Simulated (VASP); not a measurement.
# SiC (Moissanite 6H) (P6_3mc) in VASP: notebook

One crystal, SiC (Moissanite 6H), is run at these levels: PBE, LDA, PBEsol; tasks: phonons, dielectric tensor.

Program: VASP 6.6.1. These are calculated values, not measurements. Logs are shortened: lines on timing, memory, paths and dates and some standing lists are left out, and cuts for length are marked.

### 1 Starting point

It takes space group P6_3mc (No. 186, hexagonal). The conventional cell has a = 3.094 Å, b = 3.094 Å, c = 15.182 Å, α = 90.00°, β = 90.00°, γ = 120.00°. Around Si (site symmetry 3m) lie 4 C at 1.90 Å. Si (site symmetry 3m) is surrounded by 4 C at 1.89 to 1.90 Å. Around Si (site symmetry 3m) lie 4 C at 1.89 to 1.90 Å. C (site symmetry 3m) has 4 Si at 1.89 to 1.90 Å as nearest neighbours. C (site symmetry 3m) is surrounded by 4 Si at 1.90 Å. C (site symmetry 3m) has 4 Si at 1.89 to 1.90 Å as nearest neighbours.

### 2 Phonons, PBE

Contents of POSCAR:

```
SiC
1.0
    3.0941104296      0.0000000000      0.0000000000
   -1.5470552148      2.6795782342      0.0000000000
    0.0000000000      0.0000000000     15.1824247821
  Si              C
     6     6
Direct
     0.0000000000000000    0.0000000000000000    0.1250433446834620
     0.0000000000000000    0.0000000000000000    0.6250433446834620
     0.3333333332999970    0.6666666667000030    0.2918075409441343
     0.6666666667000030    0.3333333332999970    0.7918075409441343
     0.3333333332999970    0.6666666667000030    0.9583136039422371
     0.6666666667000030    0.3333333332999970    0.4583136039422371
     0.0000000000000000    0.0000000000000000    0.9996918211560271
     0.0000000000000000    0.0000000000000000    0.4996918211560271
     0.3333333332999970    0.6666666667000030    0.1668300622368051
     0.6666666667000030    0.3333333332999970    0.6668300622368051
     0.3333333332999970    0.6666666667000030    0.8333136270373345
     0.6666666667000030    0.3333333332999970    0.3333136270373345
```

Contents of INCAR.step1:

```
SYSTEM = SiC
PREC     = Accurate       ! precision mode
ENCUT    = 600            ! plane-wave cutoff, eV
EDIFF    = 1E-8           ! SCF threshold, eV
ISMEAR   = 0              ! smearing method
SIGMA    = 0.03           ! smearing width, eV
LREAL    = .False.        ! projectors in reciprocal space
LASPH    = .True.         ! aspherical terms in the spheres
NELM     = 80             ! most SCF steps
ALGO     = Fast           ! electronic algorithm
ISIF     = 3              ! what is computed and relaxed
LWAVE    = .False.        ! write WAVECAR
LCHARG   = .False.        ! write CHGCAR
GGA      = PE             ! functional
KPAR     = 4            
IBRION   = 2              ! ionic algorithm
NSW      = 40             ! ionic steps
EDIFFG   = -0.002         ! ionic threshold
```

Contents of INCAR.step2:

```
SYSTEM = SiC
PREC     = Accurate       ! precision mode
ENCUT    = 600            ! plane-wave cutoff, eV
EDIFF    = 1E-8           ! SCF threshold, eV
ISMEAR   = 0              ! smearing method
SIGMA    = 0.03           ! smearing width, eV
LREAL    = .False.        ! projectors in reciprocal space
LASPH    = .True.         ! aspherical terms in the spheres
NELM     = 80             ! most SCF steps
ALGO     = Fast           ! electronic algorithm
ISIF     = 2              ! what is computed and relaxed
LWAVE    = .False.        ! write WAVECAR
LCHARG   = .False.        ! write CHGCAR
GGA      = PE             ! functional
KPAR     = 4            
IBRION   = 6              ! ionic algorithm
NFREE    = 2            
POTIM    = 0.015          ! step
NSW      = 1              ! ionic steps
```

Contents of KPOINTS:

```
regular mesh
0
Gamma
  12 12 2
  0 0 0
```

Potentials or basis: VASP PAW PBE potentials, release 64 (Si, C).

Run with:

```bash
$ cat potpaw_PBE.64/Si/POTCAR potpaw_PBE.64/C/POTCAR > POTCAR
$ cp INCAR.step1 INCAR
$ mpirun -np 4 vasp_std > vasp.out
$ cp CONTCAR POSCAR
$ cp INCAR.step2 INCAR
$ mpirun -np 4 vasp_std > vasp.out
```

OUTCAR:

```text
SYSTEM = SiC
   PREC = Accurate
   ENCUT = 600
   EDIFF = 1E-8
   ISMEAR = 0
   LREAL = .False.
   LASPH = .True.
   NELM = 80
   ISIF = 2
   GGA = PE
   IBRION = 6
   NFREE = 2
   POTIM = 0.015
   NSW = 1

 ion  position               nearest neighbor table
   1  0.000  0.000  0.125-   9 1.90   9 1.90   9 1.90   7 1.90   5 3.10   5 3.10   5 3.10   3 3.10
                             3 3.10   3 3.10
   2  0.000  0.000  0.625-  10 1.90  10 1.90  10 1.90   8 1.90   6 3.10   6 3.10   6 3.10   4 3.10
                             4 3.10   4 3.10
   3  0.333  0.667  0.292-  12 1.89  12 1.89  12 1.89   9 1.90   6 3.10   6 3.10   6 3.10   1 3.10
                             1 3.10   1 3.10
   4  0.667  0.333  0.792-  11 1.89  11 1.89  11 1.89  10 1.90   5 3.10   5 3.10   5 3.10   2 3.10
                             2 3.10   2 3.10
   5  0.333  0.667  0.958-   7 1.89   7 1.89   7 1.89  11 1.90   4 3.10   4 3.10   4 3.10   1 3.10
                             1 3.10   1 3.10
   6  0.667  0.333  0.458-   8 1.89   8 1.89   8 1.89  12 1.90   3 3.10   3 3.10   3 3.10   2 3.10
                             2 3.10   2 3.10
   7  0.000  0.000  1.000-   5 1.89   5 1.89   5 1.89   1 1.90
   8  0.000  0.000  0.500-   6 1.89   6 1.89   6 1.89   2 1.90
   9  0.333  0.667  0.167-   1 1.90   1 1.90   1 1.90   3 1.90
  10  0.667  0.333  0.667-   2 1.90   2 1.90   2 1.90   4 1.90
  11  0.333  0.667  0.833-   4 1.89   4 1.89   4 1.89   5 1.90
  12  0.667  0.333  0.333-   3 1.89   3 1.89   3 1.89   6 1.90

  LATTYP: Found a hexagonal cell.
 ALAT       =     3.0940814475
 C/A-ratio  =     4.9068570135

  Lattice vectors:

 A1 = (   3.0940814475,   0.0000000000,   0.0000000000)
 A2 = (  -1.5470407238,   2.6795531350,   0.0000000000)
 A3 = (   0.0000000000,   0.0000000000,  15.1822152510)

Analysis of symmetry for initial positions (statically):
=====================================================================
 Subroutine PRICEL returns:
 Original cell was already a primitive cell.

 Routine SETGRP: Setting up the symmetry group for a
 hexagonal supercell.

 Subroutine GETGRP returns: Found 12 space group operations
 (whereof  6 operations were pure point group operations)
 out of a pool of 24 trial point group operations.

The static configuration has the point symmetry C_3v.
 The point group associated with its full space group is C_6v.

Analysis of symmetry for dynamics (positions and initial velocities):
=====================================================================
 Subroutine PRICEL returns:
 Original cell was already a primitive cell.

 Routine SETGRP: Setting up the symmetry group for a
 hexagonal supercell.

 Subroutine GETGRP returns: Found 12 space group operations
 (whereof  6 operations were pure point group operations)
 out of a pool of 24 trial point group operations.

The dynamic configuration has the point symmetry C_3v.
 The point group associated with its full space group is C_6v.

 Subroutine INISYM returns: Found 12 space group operations
 (whereof  6 operations are pure point group operations),
 and found     1 'primitive' translations

----------------------------------------------------------------------------------------

                                     Primitive cell

  volume of cell :     125.8720

  direct lattice vectors                    reciprocal lattice vectors
     3.094081448  0.000000000  0.000000000     0.323197698  0.186598278  0.000000000
    -1.547040724  2.679553135  0.000000000     0.000000000  0.373196555  0.000000000
     0.000000000  0.000000000 15.182215251     0.000000000  0.000000000  0.065866541

  length of vectors
     3.094081448  3.094081448 15.182215251     0.373196555  0.373196555  0.065866541

  position of ions in fractional coordinates (direct lattice)
     0.000000000  0.000000000  0.125042486
     0.000000000  0.000000000  0.625042486
     0.333333333  0.666666667  0.291816089
[... 106 lines left out ...]
   PSTRESS=    0.0 pullay stress
   NELECT =      48.0000    total number of electrons
   NUPDOWN=      -1.0000    fix difference up-down
   EMIN   =  10.00;   EMAX   =-10.00  energy-range for DOS
   EFERMI =   0.00;   METHOD = LEGACY
   ISMEAR =     0;   SIGMA  =   0.03  broadening in eV -4-tet -1-fermi 0-gaus
   EFERMI_NEDOS =   21; number of points for ismear=-14 and -15
   IALGO  =     68    algorithm
   IMIX   =      4    mixing-type and parameters
     AMIX     =   0.40;   BMIX     =  1.00
     AMIX_MAG =   1.60;   BMIX_MAG =  1.00
  volume/ion in A,a.u.               =      10.49        70.79
  Fermi-wavevector in a.u.,A,eV,Ry     =   1.187168  2.243422 19.175612  1.409368
  Thomas-Fermi vector in A             =   2.323325
   LORBIT       =      0    0 simple, 1 ext, 2 COOP (PROOUT), +10 PAW based schemes
   GGA     = PE    functional components
   LHFCALC =     F    Hartree Fock is set to
   AEXX    =    0.0000 exact exchange contribution
   IVDW    =     0    specifies the selected vdW correction
   LEPSILON=     F    determine dielectric tensor
   LRPA    =     F    only Hartree local field effects (RPA)
 finite differences with symmetry
 non-spin polarized calculation
 RMM-DIIS sequential band-by-band and
 Gauss-broadening in eV      SIGMA  =   0.03
  energy-cutoff  :      600.00
  volume of cell :      125.87
 maximum number of plane-waves:      4225
 NGX is ok and might be reduce to    28
   NGX = 13   NGY = 13   NGZ = 61

--------------------------------------- Ionic step        1  -------------------------------------------

 number of electron      47.9999999 magnetization

 Free energy of the ion-electron system (eV)
  ---------------------------------------------------
  ext. energy  EPLUGINS =         0.00000000
  ---------------------------------------------------
  free energy    TOTEN  =       -90.38189468 eV

  energy without entropy =      -90.38189468  energy(sigma->0) =      -90.38189468

------------------------ aborting loop because EDIFF is reached ----------------------------------------

  FORCE on cell =-STRESS in cart. coord.  units (eV):
  Direction    XX          YY          ZZ          XY          YZ          ZX
  --------------------------------------------------------------------------------------
  -------------------------------------------------------------------------------------
  Total        0.0017304      0.0017304      0.0000811     -0.0000000      0.0000000      0.0000000
  in kB        0.0220254      0.0220254      0.0010322     -0.0000000      0.0000000      0.0000000
  external PRESSURE =       0.0150276 kB  Pullay stress =       0.0000000 kB
[... 119 lines left out ...]
  FREE ENERGIE OF THE ION-ELECTRON SYSTEM (eV)
  ---------------------------------------------------
  free  energy   TOTEN  =       -90.3797333825 eV

  energy  without entropy=      -90.3797333825  energy(sigma->0) =      -90.37973338

[... ionic steps 4 to 22 ...]

--------------------------------------- Ionic step       23  -------------------------------------------

 number of electron      47.9999999 magnetization

------------------------ aborting loop because EDIFF is reached ----------------------------------------
[... 87 lines left out ...]
--------------------------------------- Ionic step       25  -------------------------------------------

 number of electron      48.0000000 magnetization

 Free energy of the ion-electron system (eV)
  ---------------------------------------------------
  ext. energy  EPLUGINS =         0.00000000
  ---------------------------------------------------
  free energy    TOTEN  =       -90.37891857 eV

  energy without entropy =      -90.37891857  energy(sigma->0) =      -90.37891857

 E-fermi :   8.1216     XC(G=0): -11.2944

 val. band max:        7.9944860305   @ k =   0.0000   0.0000   0.0000
 cond. band min:      10.0286430565   @ k =   0.5000   0.0000   0.0000
 fundamental gap:      2.0341570260
 Fermi energy:         8.1215556902

 k-point     1 :       0.0000    0.0000    0.0000
  band No.  band energies     occupation
      1      -7.3508      2.00000
      2      -6.8323      2.00000
      3      -6.8007      2.00000
      4      -5.3163      2.00000
      5      -5.3034      2.00000
      6      -3.8382      2.00000
[... 805 lines left out ...]
     30      13.2573      0.00000
     31      14.0007      0.00000

 [... further k-points ...]
[... 5 lines left out ...]
  --------------------------------------------------------------------------------------
  -------------------------------------------------------------------------------------
  Total        0.0715537      0.0715537     -0.1256881      0.0000000      0.0000000     -0.0000000
  in kB        0.9107800      0.9107800     -1.5998366      0.0000000      0.0000000     -0.0000000
  external PRESSURE =       0.0739078 kB  Pullay stress =       0.0000000 kB
[... 27 lines left out ...]
  FREE ENERGIE OF THE ION-ELECTRON SYSTEM (eV)
  ---------------------------------------------------
  free  energy   TOTEN  =       -90.3789185692 eV

  energy  without entropy=      -90.3789185692  energy(sigma->0) =      -90.37891857

 INTERNAL STRAIN TENSORS FROM DISPLACED ATOMS
 ============================================

 INTERNAL STRAIN TENSOR FOR ION    1 for displacements in x,y,z  (eV/Angst):
          X           Y           Z          XY          YZ          ZX
  --------------------------------------------------------------------------------
  x    -0.00000     0.00000    -0.00000    -6.83444    -0.00000     4.65366
  y    -6.83444     6.83444     0.00000     0.00000     4.65366    -0.00000
  z     4.38129     4.38129    -7.93817     0.00000     0.00000     0.00000
[... 8 lines left out ...]
 INTERNAL STRAIN TENSOR FOR ION   12 for displacements in x,y,z  (eV/Angst):
          X           Y           Z          XY          YZ          ZX
  --------------------------------------------------------------------------------
  x     0.00000     0.00000     0.00000     6.59877     0.00000    -4.75460
  y     6.59877    -6.59877     0.00000     0.00000    -4.75460    -0.00000
  z    -4.51573    -4.51573     9.04512     0.00000     0.00000     0.00000

 Eigenvectors and eigenvalues of the dynamical matrix
   1 f  =   27.570750 THz   173.232128 2PiTHz  919.661212 cm-1   114.023407 meV
   2 f  =   27.364628 THz   171.937030 2PiTHz  912.785747 cm-1   113.170958 meV
   3 f  =   25.869986 THz   162.545918 2PiTHz  862.929859 cm-1   106.989619 meV
   4 f  =   25.744131 THz   161.755145 2PiTHz  858.731774 cm-1   106.469123 meV
   5 f  =   24.414806 THz   153.402749 2PiTHz  814.390260 cm-1   100.971478 meV
   6 f  =   23.291964 THz   146.347727 2PiTHz  776.936295 cm-1    96.327780 meV
[... 25 lines left out ...]
  32 f  =    4.227894 THz    26.564639 2PiTHz  141.027351 cm-1    17.485155 meV
  33 f  =    4.227894 THz    26.564639 2PiTHz  141.027351 cm-1    17.485155 meV
  34 f/i=    0.000481 THz     0.003020 2PiTHz    0.016033 cm-1     0.001988 meV
  35 f/i=    0.001762 THz     0.011068 2PiTHz    0.058761 cm-1     0.007285 meV
  36 f/i=    0.001762 THz     0.011068 2PiTHz    0.058761 cm-1     0.007285 meV

 ELASTIC MODULI CONTR FROM IONIC RELAXATION (kBar)
 Direction    XX          YY          ZZ          XY          YZ          ZX
 --------------------------------------------------------------------------------
 XX        -413.3430    243.7114    166.7030      0.0000     -0.0000      0.0000
 YY         243.7114   -413.3430    166.7030     -0.0000      0.0000     -0.0000
 ZZ         166.7030    166.7030   -328.3312     -0.0000     -0.0000      0.0000
 XY           0.0000     -0.0000     -0.0000   -328.5272      0.0000     -0.0000
 YZ           0.0000      0.0000     -0.0000      0.0000    -95.3894     -0.0000
 ZX           0.0000     -0.0000      0.0000     -0.0000     -0.0000    -95.3894
 --------------------------------------------------------------------------------
```

Wall time 22 min (4 MPI ranks of Intel Xeon 6975P-C (Granite Rapids), shared host); peak memory 1 GiB.

Results:

| Item | Value |
| --- | --- |
| Highest phonon frequency at Γ, LO-TO splitting left out | 920 cm⁻¹ |

Phonon frequencies in cm⁻¹ (negative: imaginary):
```csv
q point,frequencies
"(0.000, 0.000, 0.000)",0 0 0 141 141 145 145 228 228 233 233 258 258 274 276 491 499 595 748 748 751 751 759 759 767 768 768 770 770 777 777 814 859 863 913 920
```

(Continued in part 2 of 4.)
